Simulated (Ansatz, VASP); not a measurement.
## Si: VASP beside Ansatz

The input INCAR:

```
SYSTEM = Si
PREC = Accurate
ENCUT = 520
EDIFF = 1E-6
ISMEAR = -1
SIGMA = 0.08
LREAL = .False.
LASPH = .True.
NELM = 80
ALGO = Normal
ISIF = 2
LWAVE = .False.
LCHARG = .False.
GGA = PE
NBANDS = 11
```

The input KPOINTS:

```
Automatic mesh
0
Gamma
  11 11 11
  0 0 0
```

POSCAR

```
Si
1.0
    0.0814641000      2.7562020500      2.7562020500
    2.7562020500      0.0814641000      2.7562020500
    2.7562020500      2.7562020500      0.0814641000
Si
2
Direct
    0.5000000000      0.5000000000      0.5000000000
    0.7500000000      0.7500000000      0.7500000000
```

Input for Ansatz:

```yaml
crystal:
  lattice:
    - [0.0814641, 2.75620205, 2.75620205]
    - [2.75620205, 0.0814641, 2.75620205]
    - [2.75620205, 2.75620205, 0.0814641]
  atoms:
    - { symbol: Si, position: [0.5, 0.5, 0.5] }
    - { symbol: Si, position: [0.75, 0.75, 0.75] }
kpoints:
  mp_grid: { grid: [11, 11, 11] }
  band_path:
    path:
      - [0.0, 0.0, 0.0]
      - [0.5, 0.5, 0.5]
      - [0.2428775097, 0.5, 0.7571224903]
      - [-0.2428775097, 0.2428775097, 0.5]
      - [0.0, 0.0, 0.5]
      - [0.0, 0.0, 0.0]
      - [-0.3714387548, 0.0, 0.3714387548]
      - [0.0, 0.3714387548, 0.6285612452]
      - [0.0, 0.5, 0.5]
    npoints: 5
scf:
  occupations: { method: fermi_dirac, width: 0.08 }
hamiltonian:
  xc: pbe
  pseudopotentials: { kind: all_electron, lapw: { basis_error: 0.00025 } }
output:
  forces: true
  stress: true
  eigenvalues: true
```

Change from the starting cell: equal xy, yz and zx shear strains of +3 %.

Alike in both runs: task single point; functional PBE; k mesh 11 × 11 × 11; occupations fermi-dirac, width 0.08 eV; no spin polarisation.

|  | VASP | Ansatz |
| --- | --- | --- |
| version | VASP 6.6.1 | Ansatz 0.2.0 |
| potentials or method | VASP PAW PBE potentials, release 64 (Si) | all-electron LAPW, scalar-relativistic |
| plane-wave cutoff (eV) | 520 | see its input |

VASP gave:

```
pressure (GPa)                                  : 2.2
largest component of the traceless stress (GPa) : 2.97
rms of the force components (eV/Å)              : 0.258
```

Problem. Estimate Ansatz's values.

Solution. Pressure (GPa): 2.3; largest component of the traceless stress (GPa): 2.96; rms of the force components (eV/Å): 0.260.

Atom by atom the forces differ by 0.002 eV/Å (rms over components). Ansatz ran all-electron here, so the differences hold the error of VASP's frozen core and of both bases.

Caveats: an odd mesh through Γ misses points on the zone boundary, where band edges often lie.
